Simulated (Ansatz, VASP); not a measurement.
One calculation of Ag3HO, two programs

INCAR

```
SYSTEM = Ag3HO
PREC = Accurate ; ENCUT = 520
EDIFF = 1E-6 ; ISMEAR = 0
SIGMA = 0.05 ; LREAL = .FALSE.
LASPH = .TRUE. ; NELM = 100
ALGO = Normal ; ISIF = 2
LWAVE = .FALSE. ; LCHARG = .FALSE.
GGA = PS ; NBANDS = 28
```

The input KPOINTS:

```
regular mesh
0
G
  4 4 4
  0 0 0
```

POSCAR

```
Ag3HO
1.0
    4.7930236742      0.0000000000      0.0000000000
    0.0000000000      4.7930236742      0.0000000000
    0.0000000000      0.0000000000      4.7930236742
H O Ag
1 1 3
Direct
    0.0000000000      0.0000000000      0.0000000000
    0.5000000000      0.5000000000      0.5000000000
    0.5000000000      0.5000000000      0.0000000000
    0.5000000000      0.0000000000      0.5000000000
    0.0000000000      0.5000000000      0.5000000000
```

Input for Ansatz:

```yaml
crystal:
  lattice:
    - [4.7930236742, 0.0, 0.0]
    - [0.0, 4.7930236742, 0.0]
    - [0.0, 0.0, 4.7930236742]
  atoms:
    - { symbol: H, position: [0.0, 0.0, 0.0] }
    - { symbol: O, position: [0.5, 0.5, 0.5] }
    - { symbol: Ag, position: [0.5, 0.5, 0.0] }
    - { symbol: Ag, position: [0.5, 0.0, 0.5] }
    - { symbol: Ag, position: [0.0, 0.5, 0.5] }
basis:
  ecutwfc: 420
kpoints:
  mp_grid: { grid: [4, 4, 4] }
hamiltonian:
  xc: pbesol
scf:
  occupations: { method: gaussian, width: 0.05 }
output:
  forces: true
  stress: true
  eigenvalues: true
```

The cell comes from a database or a generator and needn't be the stable form of this composition.

Alike in both runs: task single point; functional PBEsol; k mesh 4 × 4 × 4; occupations gaussian, width 0.05 eV; no spin polarisation.

```csv
,VASP,Ansatz
version,VASP 6.6.1,Ansatz 0.2.0
potentials or method,"VASP PAW PBE potentials, release 64 (H, O, Ag)","scalar-relativistic, plane waves, PAW"
plane-wave cutoff (eV),520,420
valence electrons in the cell,40,64
```

```csv
,VASP,Ansatz,Ansatz less VASP
gap on the k mesh at the Fermi level (eV),none,none,-
pressure (GPa),-10.7,-10.6,+0.12
```

A gap of «none» marks a metal or a gap that the smearing closes. The two sets of potentials don't hold the same shells in valence.

Caveats: the PAW data sets were made with another functional, which shifts forces and pressure a little (VASP).
